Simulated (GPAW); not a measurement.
# Ni (Fm-3m) in GPAW: settings compared, part 2 of 2

GPAW 26.7.0. The steps go on from the part before.

### 5 Equation of state, PW91, collinear spin, ferromagnetic start

The input, run.py:

```python
import spglib
from ase import Atoms
from ase.eos import EquationOfState
from ase.io import Trajectory, read
from ase.units import GPa
from gpaw import GPAW, PW, setup_paths

setup_paths.insert(0, '.')

atoms = read('Ni.cif')
cell, positions, numbers = spglib.find_primitive(
    (atoms.cell[:], atoms.get_scaled_positions(), atoms.numbers), symprec=1e-4)
atoms = Atoms(numbers, cell=cell, scaled_positions=positions, pbc=True)
atoms.set_initial_magnetic_moments([1.0])

traj = Trajectory('eos.traj', 'w')
volumes, energies = [], []
for x in [0.94, 0.96, 0.98, 1.0, 1.02, 1.04, 1.06]:
    a = atoms.copy()
    a.set_cell(atoms.cell * x**(1 / 3), scale_atoms=True)
    calc = GPAW(mode=PW(600),
                xc='GGA_X_PW91+GGA_C_PW91',
                kpts={'size': (11, 11, 11), 'gamma': True},
                occupations={'name': 'fermi-dirac', 'width': 0.05},
                nbands=17,
                convergence={'density': 1e-05, 'energy': 1e-05},
                maxiter=150,
                txt=f'eos-{x:.2f}.txt')
    a.calc = calc
    energies.append(a.get_potential_energy(force_consistent=True))
    volumes.append(a.get_volume())
    p = -a.get_stress()[:3].mean() / GPa
    calc.write(f'eos-{x:.2f}.gpw')
    traj.write(a)
    print(f'{x:.2f} {volumes[-1]:10.4f} A^3 {energies[-1]:14.6f} eV {p:9.3f} GPa', flush=True)

v0, e0, B = EquationOfState(volumes, energies, eos='birchmurnaghan').fit()
print(f'V0 = {v0:.4f} A^3, E0 = {e0:.6f} eV, B0 = {B / GPa:.2f} GPa')
```

The input, Ni.cif:

```cif
data_Ni
_cell_length_a 3.47514587
_cell_length_b 3.47514587
_cell_length_c 3.47514587
_cell_angle_alpha 90.00000000
_cell_angle_beta 90.00000000
_cell_angle_gamma 90.00000000
_space_group_name_H-M_alt 'Fm-3m'
_space_group_name_Hall '-F 4 2 3'
_space_group_IT_number 225
loop_
_space_group_symop_operation_xyz
'x,y,z'
'-x,-y,-z'
'-y,x,z'
'y,-x,-z'
'-x,-y,z'
'x,y,-z'
'y,-x,z'
'-y,x,-z'
'x,-y,-z'
'-x,y,z'
'-y,-x,-z'
'y,x,z'
'-x,y,-z'
'x,-y,z'
'y,x,-z'
'-y,-x,z'
'z,x,y'
'-z,-x,-y'
'z,-y,x'
'-z,y,-x'
'z,-x,-y'
'-z,x,y'
'z,y,-x'
'-z,-y,x'
'-z,x,-y'
'z,-x,y'
'-z,-y,-x'
'z,y,x'
'-z,-x,y'
'z,x,-y'
'-z,y,x'
'z,-y,-x'
'y,z,x'
'-y,-z,-x'
'x,z,-y'
'-x,-z,y'
'-y,z,-x'
'y,-z,x'
'-x,z,y'
'x,-z,-y'
'-y,-z,x'
'y,z,-x'
'-x,-z,-y'
'x,z,y'
'y,-z,-x'
'-y,z,x'
'x,-z,y'
'-x,z,-y'
'x,y+1/2,z+1/2'
'-x,-y+1/2,-z+1/2'
'-y,x+1/2,z+1/2'
[... 62 lines left out ...]
'-z+1/2,-x,-y+1/2'
'z+1/2,-y,x+1/2'
'-z+1/2,y,-x+1/2'
'z+1/2,-x,-y+1/2'
'-z+1/2,x,y+1/2'
'z+1/2,y,-x+1/2'
'-z+1/2,-y,x+1/2'
'-z+1/2,x,-y+1/2'
'z+1/2,-x,y+1/2'
'-z+1/2,-y,-x+1/2'
'z+1/2,y,x+1/2'
'-z+1/2,-x,y+1/2'
'z+1/2,x,-y+1/2'
'-z+1/2,y,x+1/2'
'z+1/2,-y,-x+1/2'
'y+1/2,z,x+1/2'
'-y+1/2,-z,-x+1/2'
'x+1/2,z,-y+1/2'
'-x+1/2,-z,y+1/2'
'-y+1/2,z,-x+1/2'
'y+1/2,-z,x+1/2'
'-x+1/2,z,y+1/2'
'x+1/2,-z,-y+1/2'
'-y+1/2,-z,x+1/2'
'y+1/2,z,-x+1/2'
'-x+1/2,-z,-y+1/2'
'x+1/2,z,y+1/2'
'y+1/2,-z,-x+1/2'
'-y+1/2,z,x+1/2'
'x+1/2,-z,y+1/2'
'-x+1/2,z,-y+1/2'
'x+1/2,y+1/2,z'
'-x+1/2,-y+1/2,-z'
'-y+1/2,x+1/2,z'
'y+1/2,-x+1/2,-z'
'-x+1/2,-y+1/2,z'
'x+1/2,y+1/2,-z'
'y+1/2,-x+1/2,z'
'-y+1/2,x+1/2,-z'
'x+1/2,-y+1/2,-z'
'-x+1/2,y+1/2,z'
'-y+1/2,-x+1/2,-z'
'y+1/2,x+1/2,z'
'-x+1/2,y+1/2,-z'
'x+1/2,-y+1/2,z'
'y+1/2,x+1/2,-z'
'-y+1/2,-x+1/2,z'
'z+1/2,x+1/2,y'
'-z+1/2,-x+1/2,-y'
'z+1/2,-y+1/2,x'
'-z+1/2,y+1/2,-x'
'z+1/2,-x+1/2,-y'
'-z+1/2,x+1/2,y'
'z+1/2,y+1/2,-x'
'-z+1/2,-y+1/2,x'
'-z+1/2,x+1/2,-y'
'z+1/2,-x+1/2,y'
'-z+1/2,-y+1/2,-x'
'z+1/2,y+1/2,x'
'-z+1/2,-x+1/2,y'
'z+1/2,x+1/2,-y'
'-z+1/2,y+1/2,x'
'z+1/2,-y+1/2,-x'
'y+1/2,z+1/2,x'
'-y+1/2,-z+1/2,-x'
'x+1/2,z+1/2,-y'
'-x+1/2,-z+1/2,y'
'-y+1/2,z+1/2,-x'
'y+1/2,-z+1/2,x'
'-x+1/2,z+1/2,y'
'x+1/2,-z+1/2,-y'
'-y+1/2,-z+1/2,x'
'y+1/2,z+1/2,-x'
'-x+1/2,-z+1/2,-y'
'x+1/2,z+1/2,y'
'y+1/2,-z+1/2,-x'
'-y+1/2,z+1/2,x'
'x+1/2,-z+1/2,y'
'-x+1/2,z+1/2,-y'
loop_
_atom_site_label
_atom_site_type_symbol
_atom_site_symmetry_multiplicity
_atom_site_Wyckoff_symbol
_atom_site_fract_x
_atom_site_fract_y
_atom_site_fract_z
_atom_site_occupancy
Ni1 Ni 4 a 0.0000000000 0.0000000000 0.0000000000 1
```

Potentials or basis: PAW data sets generated in the run's folder for this functional, pw.

Run with:

```
$ gpaw-setup -f GGA_X_PW91+GGA_C_PW91 Ni
$ OMP_NUM_THREADS=1 python run.py
```

It took 96 s on 1 thread of Arm Neoverse V2, shared host; peak memory 0.18 GiB.

It converged, with:

- Equilibrium volume: 10.96 Å³/atom
- Bulk modulus: 206 GPa
- Pressure derivative of the bulk modulus: 4.9

Energy against volume, from the lowest point:
```
volume (Å³/atom)  energy (meV/atom)
           9.862              86.21
          10.072              54.01
          10.282              30.15
          10.492              13.74
          10.702               3.96
          10.912               0.00
          11.122               1.47
```

### 6 Band structure, PBE, collinear spin, ferromagnetic start

The input, run.py:

```python
from ase.dft.bandgap import bandgap
from ase.io import read, write
from gpaw import GPAW

atoms = read('Ni.xyz')
atoms.set_initial_magnetic_moments([1.0])

calc = GPAW(mode='lcao',
            h=0.2,
            basis='sz(dzp)',
            xc='PBE',
            kpts={'size': (11, 11, 11), 'gamma': True},
            occupations={'name': 'fermi-dirac', 'width': 0.05},
            convergence={'density': 1e-05, 'energy': 1e-05},
            maxiter=150,
            txt='gpaw.txt')
atoms.calc = calc
energy = atoms.get_potential_energy()
forces = atoms.get_forces()
calc.write('gs.gpw')
write('result.traj', atoms)
print(f'Energy: {energy:.6f} eV')
print('Forces (eV/A):')
print(forces.round(4))
print('Moments:', calc.get_magnetic_moments().round(3))
print('Fermi level:', round(calc.get_fermi_level(), 4), 'eV')
print(f'Gap: {bandgap(calc)[0]:.4f} eV, direct: {bandgap(calc, direct=True)[0]:.4f} eV')

path = atoms.cell.bandpath('GXWKGLUWLK,UX', npoints=100, eps=1e-4)
bs_calc = calc.fixed_density(kpts=path, symmetry='off', txt='bands.txt')
bs = bs_calc.band_structure()
bs.write('bs.json')
print(f'Gap on the path: {bandgap(bs_calc)[0]:.4f} eV')
```

The input, Ni.xyz:

```xyz
1
Lattice="0.0000000000 1.7375729330 1.7375729330 1.7375729330 0.0000000000 1.7375729330 1.7375729330 1.7375729330 0.0000000000" Properties=species:S:1:pos:R:3 pbc="T T T"
Ni     0.0000000000      0.0000000000      0.0000000000
```

Potentials or basis: GPAW PAW data sets (gpaw-data 1.2.1), lcao:sz(dzp).

Run with:

```
$ OMP_NUM_THREADS=1 python run.py
```

Wall time 5.8 min (1 thread of Arm Neoverse V2, shared host); peak memory 0.15 GiB.

The run converged, but some of its settings lie outside the range that counts as converged, so its numbers aren't taken as properties of the crystal.

Results:

```
Free energy             : -6.5070 eV
Band gap along the path : none (metal or under the smearing width)
Net moment              : 0.58 μB per cell
Site moments            : Ni +0.60 μB
```

Caveat: the real-space grid adds noise to forces; the basis of atomic orbitals isn't converged, which shifts pressures, moduli and gaps.

### 7 Equation of state, revPBE+D4, collinear spin, ferromagnetic start

The input, run.py:

```python
from ase.calculators.mixing import SumCalculator
from ase.eos import EquationOfState
from ase.io import Trajectory, read
from ase.units import GPa
from dftd4.ase import DFTD4
from gpaw import GPAW, PW

atoms = read('Ni.xyz')
atoms.set_initial_magnetic_moments([1.0])

traj = Trajectory('eos.traj', 'w')
volumes, energies = [], []
for x in [0.94, 0.96, 0.98, 1.0, 1.02, 1.04, 1.06]:
    a = atoms.copy()
    a.set_cell(atoms.cell * x**(1 / 3), scale_atoms=True)
    calc = GPAW(mode=PW(600),
                xc='revPBE',
                kpts={'size': (11, 11, 11), 'gamma': True},
                occupations={'name': 'fermi-dirac', 'width': 0.05},
                nbands=17,
                convergence={'density': 1e-05, 'energy': 1e-05},
                maxiter=150,
                txt=f'eos-{x:.2f}.txt')
    a.calc = SumCalculator([calc, DFTD4(method='revpbe')])
    energies.append(a.get_potential_energy())
    volumes.append(a.get_volume())
    p = -a.get_stress()[:3].mean() / GPa
    calc.write(f'eos-{x:.2f}.gpw')
    traj.write(a)
    print(f'{x:.2f} {volumes[-1]:10.4f} A^3 {energies[-1]:14.6f} eV {p:9.3f} GPa', flush=True)

v0, e0, B = EquationOfState(volumes, energies, eos='birchmurnaghan').fit()
print(f'V0 = {v0:.4f} A^3, E0 = {e0:.6f} eV, B0 = {B / GPa:.2f} GPa')
```

Ni.xyz is that of step 6.

Potentials or basis: the program's PAW data sets (release 1.2.1) made for this functional, pw.

Run with:

```
$ OMP_NUM_THREADS=1 python run.py
```

It took 1.7 min on 1 thread of Arm Neoverse V2, shared host; peak memory 0.2 GiB.

The run converged. Its results:

```yaml
Equilibrium_volume: 10.62 Å³/atom
Bulk_modulus: 226 GPa
Pressure_derivative_of_the_bulk_modulus: 5.0
```

Energy against volume, from the lowest point:
```csv
volume (Å³/atom),energy (meV/atom)
9.862,44.33
10.072,22.11
10.282,7.89
10.492,0.78
10.702,0.00
10.912,4.77
11.122,14.57
```

### 8 Summary

```tsv
level	potentials or basis	V0 of scaled cells (Å³/atom)	B0 (GPa)
LDA	the program's PAW data sets (release 1.2.1) made for this functional, pw	10.12	259
RPBE+D3	the program's PAW data sets (release 1.2.1) made for this functional, pw	10.74	209
PW91	PAW data sets generated in the run's folder for this functional, pw	10.96	206
revPBE+D4	the program's PAW data sets (release 1.2.1) made for this functional, pw	10.62	226
```

Alike in all rows: task equation of state; spin collinear, ferromagnetic start; cell as given; k mesh 11 × 11 × 11; cutoff (eV) 600; smearing fermi-dirac 0.05 eV.

Absolute energies hang on the potentials; compare differences alone.
